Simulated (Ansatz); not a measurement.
Ge, one cell by several methods

```yaml
crystal:
  lattice:
    - [-1.68520, 1.68520, 1.68520]
    - [1.68520, -1.68520, 1.68520]
    - [1.68520, 1.68520, -1.68520]
  atoms:
    - { symbol: Ge, position: [0.00000, 0.00000, 0.00000] }
```

The structure comes from a relaxation in the same program, started in the bcc type, and has space group Im-3m. Whether it is a known phase or the ground state wasn't checked.

Methods: DFT, PBE, PAW with Ansatz's default frozen-core files, scalar-relativistic (Ansatz 0.2.0); DFT, PBE, all-electron LAPW, scalar-relativistic (Ansatz 0.2.0).

For PAW: a Γ-centred 20×20×20 k mesh, Fermi–Dirac smearing of 0.03 eV, cutoff 420 eV, no spin polarisation. LAPW targets a basis error of 0.25 meV/atom. The Ansatz runs share mesh, smearing and spin set-up. Plane-wave (PAW) pressures include the program's estimate of the Pulay term.

Stress and pressure are positive in compression.

Levels count from the Fermi level.

PAW results:

```
                      quantity      PAW
                pressure (GPa)     0.00
highest filled level at Γ (eV)  -13.045
  lowest empty level at Γ (eV)    9.004
highest filled level at H (eV)   -0.454
highest filled level at P (eV)   -1.800
```

(1) What does all-electron LAPW give for the same quantities?

Answers

(1) 
```csv
quantity,LAPW
pressure (GPa),0.03
highest filled level at Γ (eV),-13.045
lowest empty level at Γ (eV),9.004
highest filled level at H (eV),-0.453
highest filled level at P (eV),-1.801
```
